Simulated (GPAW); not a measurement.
CuO (Tenorite), 4 atoms in the cell. The typed cell holds 4 atoms: a = 2.900 Å, b = 2.900 Å, c = 5.129 Å, α = 97.69°, β = 97.69°, γ = 72.31°.  The cell isn't the ideal one: atoms moved at random, drawn with an rms of 0.05 Å.

| Quantity | Value |
| --- | --- |
| Program | GPAW 26.7.0 |
| Task | single point |
| Functional | PBE |
| Potentials or basis | GPAW PAW data sets (gpaw-data 1.2.1) |
| Cutoff | 800 eV |
| Basis | pw |
| k mesh | 10 × 10 × 5 |
| Occupations | fermi-dirac, width 0.05 eV |
| Spin | no spin polarisation |
| Maxiter | 150 |

Potentials or basis: GPAW PAW data sets (gpaw-data 1.2.1), pw.

The run is started by

```bash
$ OMP_NUM_THREADS=1 python run.py
```

Hardware: 1 thread of Intel(R) Xeon(R) 6975P-C (Granite Rapids), on a shared host.

Task: Estimate the wall time of this run.

Result: Run time: 3.2 min on 1 thread of Intel(R) Xeon(R) 6975P-C (Granite Rapids), with other jobs on the host, peak memory 0.54 GiB. Counts: scf iterations 13, plane waves 2099, bands 33, k points 252.
